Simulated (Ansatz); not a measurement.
**AlNi: zone-centre modes**

The calculation used Ansatz, DFT PBE, scalar-relativistic, plane waves, PAW. Cutoff 420 eV, Γ-centred 18×18×18 k-points, Gaussian smearing of 0.15 eV. No spin polarisation. A magnetic state may lie lower.

The starting cell (relaxed at this level; it needn't be the usual structure):

```xyz
4
Lattice="-2.8931 0.0000 -2.8931 0.0000 -2.8931 -2.8931 -2.8931 -2.8931 0.0000" Properties=species:S:1:pos:R:3 pbc="T T T"
Al    0.0000    0.0000    0.0000
Al   -2.8931   -2.8931   -2.8931
Ni   -1.4465   -1.4465   -1.4465
Ni   -4.3396   -4.3396   -4.3396
```

Harmonic modes by finite displacements of 0.02 Å, without the LO–TO term. The cell doubles the primitive one, so its zone centre also holds the primitive cell's point q = (1/2, 1/2, 1/2).

(1) At this geometry, is the structure stable against these modes?

(2) List the wavenumbers in cm⁻¹.

## Answers

(1) Yes: no mode is imaginary beyond 10 cm⁻¹, and only the three translations lie near zero.

(2) 0, 0, 0, 163, 163, 163, 289, 289, 289, 328, 328, 328.

Cost: 1 run of about 1.6 core-minutes, on Arm Neoverse V2 (shared hosts).